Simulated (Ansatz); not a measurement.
The geometry is COD entry 9008600, unchecked; take it as a test cell. The listed cell was then made from it by scaling, straining or moving an atom.

An input for BaS: DFT, LDA, all-electron PAW with datasets made for the crystal, scalar-relativistic (Ansatz 0.2.0).

Command: `ansatz run input.yaml --threads 1 --pin off --max-ram 3072MiB --backend cpu --events-out ev --progress --plain --runs-dir out` The run took 3.9 s on 1 thread of Intel(R) Xeon(R) 6975P-C (Granite Rapids) (shared host), peak memory 0.48 GiB.

```yaml
crystal:
  lattice:
    - [0.0, 3.1618125, 3.19375]
    - [3.1618125, 0.0, 3.19375]
    - [3.1618125, 3.1618125, 0.0]
  atoms:
    - { symbol: Ba, position: [0.0, 0.0, 0.0] }
    - { symbol: S, position: [0.5, 0.5, 0.5] }
kpoints:
  mp_grid: { grid: [7, 7, 7] }
scf:
  occupations: { method: fermi_dirac, width: 0.01 }
hamiltonian:
  xc: lda
  pseudopotentials: { kind: all_electron, datasets: crystal }
output:
  forces: true
  stress: true
  eigenvalues: true
  efg: { contact_densities: true }
```

Set-up and iterations as logged by Ansatz (the results part is left out, to be predicted):

```
hamiltonian.pseudopotentials.datasets: crystal makes datasets for this crystal and solves the spheres of its atoms anew in each pass: cutoff 260.0 eV, the density's 1040.0 eV; for an error of 0.50 meV an atom under PBE, 1.0 meV for the cell; an energy difference from a run of another recipe may be off by several times the error for the cell, under r2SCAN by more, where some 0.1 meV an atom stays at smaller errors; S in spheres of 1.376 Å, 6 of its electrons in bands; Ba in spheres of 1.376 Å, 10 of its electrons in bands
Engine: ansatz 0.2.0
Pseudopotentials: kind: all_electron
Pseudopotential: Ba, paw, valence charge 10, recommended cutoff 260 eV (normal), Koelling and Harmon's equation, gaussian nucleus
Pseudopotential: S, paw, valence charge 6, recommended cutoff 260 eV (normal), Koelling and Harmon's equation, gaussian nucleus
Functional definition: SPW92
  exchange = slater_x
  correlation = pw_c
Crystal: 2 atoms, lattice volume = 63.856 Å³
Basis set: ecut = 260 eV, 609 PW (Γ)
Bands: 12, of which v1, the nominal top of the filled ones, is band 8 counted from 1 (7 counted from 0)
Symmetry: 16 space group operations
Space group: I4/mmm (ITA 139), of the structure as read, at distance tolerance 4.0e-5 Å
k-points: 40 of 343
Non-local potential: Ba, projectors of the file, l = 0: 2, l = 1: 2, l = 2: 2, l = 3: 2
Non-local potential: S, projectors of the file, l = 0: 1, l = 1: 1, l = 2: 2
PAW form: soft (Blöchl's): semilocal exchange-correlation on the pseudo side does not see the compensation charge
PAW one-centre angular grid: Ba, 194 points (default); XC on its mesh's 1851 points in the sphere
PAW one-centre angular grid: S, 110 points (default); XC on its mesh's 1989 points in the sphere
Initial density: superposition of atomic densities (neutral atoms: chi_scale 0, normalization atom)
Initial wavefunctions: pseudopotential atomic-orbital guess
Functional: x = slater, c = lda
iter 1 solved again at ethr=1.10e-2 eV; its pass at ethr=1.00e-1 eV (dr2=1.76e0 eV) is discarded
SCF iter   1: F=—  HF=-232037.531124 eV  |F-HF|=—  |Δ(HF+E_count)|=         —  Δρ=3.22e-2  dr2=1.70e0  ethr=1.10e-2  ⟨swp⟩=3.5  Hψ=2957  notcnv=0
SCF iter   2: F=—  HF=-232037.132567 eV  |F-HF|=—  |Δ(HF+E_count)|=   3.99e-1  Δρ=1.84e-2  dr2=2.85e-1  ethr=1.06e-2  ⟨swp⟩=3.5  Hψ=1301  notcnv=0  defer=5
iter 3 solved again at ethr=1.59e-4 eV; its pass at ethr=1.78e-3 eV (dr2=2.54e-2 eV) is discarded
SCF iter   3: F=—  HF=-232037.065611 eV  |F-HF|=—  |Δ(HF+E_count)|=   6.70e-2  Δρ=5.58e-3  dr2=2.55e-2  ethr=1.59e-4  ⟨swp⟩=3.3  Hψ=2587  notcnv=0  defer=22
SCF iter   4: F=—  HF=-232037.063219 eV  |F-HF|=—  |Δ(HF+E_count)|=   2.39e-3  Δρ=7.89e-4  dr2=6.72e-4  ethr=1.59e-4  ⟨swp⟩=2.4  Hψ=986  notcnv=0  defer=15
SCF iter   5: F=—  HF=-232037.063378 eV  |F-HF|=—  |Δ(HF+E_count)|=   1.59e-4  Δρ=1.31e-4  dr2=8.34e-6  ethr=4.20e-6  ⟨swp⟩=4.6  Hψ=1671  notcnv=0  defer=33
SCF iter   6: F=—  HF=-232037.063387 eV  |F-HF|=—  |Δ(HF+E_count)|=   8.85e-6  Δρ=6.12e-5  dr2=3.44e-6  ethr=5.21e-8  ⟨swp⟩=4.2  Hψ=1229  notcnv=0  defer=14
SCF iter   7: F=—  HF=-232037.063386 eV  |F-HF|=—  |Δ(HF+E_count)|=   1.05e-6  Δρ=2.13e-5  dr2=3.27e-7  ethr=2.15e-8  ⟨swp⟩=3.1  Hψ=886  notcnv=0  defer=10
SCF iter   8: F=—  HF=-232037.063386 eV  |F-HF|=—  |Δ(HF+E_count)|=   8.06e-8  Δρ=2.88e-6  dr2=6.55e-9  ethr=2.04e-9  ⟨swp⟩=4.0  Hψ=1139  notcnv=0  defer=6
SCF iter   9: F=-232037.063390 eV  HF=-232037.063390 eV  |F-HF|=5.53e-10  |Δ(HF+E_count)|=   3.57e-6  Δρ=5.82e-6  dr2=3.68e-9  ethr=4.09e-11  ⟨swp⟩=4.1  Hψ=1446  notcnv=0  defer=2
```

(1) What pressure will this run report?

Answers

(1) -1.63 GPa (positive in compression).
